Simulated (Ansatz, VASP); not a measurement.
**One calculation of MgS, two programs**

```xyz
2
Lattice="0.0000 2.8141 2.8141 2.8141 0.0000 2.8141 2.8141 2.8141 0.0000" Properties=species:S:1:pos:R:3 pbc="T T T"
S     1.4071    1.4071    1.4071
Mg    0.0000    0.0000    0.0000
```

Change from the starting cell: volume scaled by 0.98.

Alike in both runs: task single point; functional LDA; k mesh 8 × 8 × 8; occupations fermi-dirac, width 0.05 eV; no spin polarisation.

```csv
,VASP,Ansatz
version,VASP 6.6.1,Ansatz 0.2.0
potentials or method,"VASP PAW LDA potentials, release 64 (S, Mg), cutoff 520 eV","all-electron LAPW, scalar-relativistic"
```

Ansatz gave:

```
gap on the k mesh at the Fermi level (eV) : 3.27
least direct gap on the mesh (eV)         : 3.27
pressure (GPa)                            : -1.1
```

Problem. Estimate VASP's values.

Solution. gap on the k mesh at the Fermi level (eV): 3.28; least direct gap on the mesh (eV): 3.28; pressure (GPa): -1.4.

Ansatz ran all-electron here, so the differences hold the error of VASP's frozen core and of both bases.

A k mesh can miss the band edges.
